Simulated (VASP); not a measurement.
Pb:

```
Pb
1.0
     0.00000    2.47502    2.47502
     2.47502    0.00000    2.47502
     2.47502    2.47502    0.00000
Pb
1
Direct
  0.00000 0.00000 0.00000
```

Base run:

- Program: VASP 6.6.1
- Functional: LAK
- Potentials or basis: VASP PAW PBE potentials, release 64 (Pb_d)
- Cutoff: 520 eV
- k mesh: 9 × 9 × 9
- Occupations: fermi-dirac, width 0.05 eV
- Spin: no spin polarisation

Its results: pressure 6.3 GPa.

After a change of settings the same cell gave: pressure 2.2 GPa. Which change was it?
A. functional from LAK to RPBE
B. functional from LAK to PBEsol; further incar settings from ALGO = Normal; EDIFF = 1e-06 to ALGO = Normal; EDIFF = 1e-07; NBANDS = 13
C. functional from LAK to PBE; occupations from fermi-dirac, width 0.05 eV to gaussian, width 0.019 eV

C.

Caveats: the PAW data sets were made with another functional, which shifts forces and pressure a little (some runs).

Not every run made on this cell is shown here.
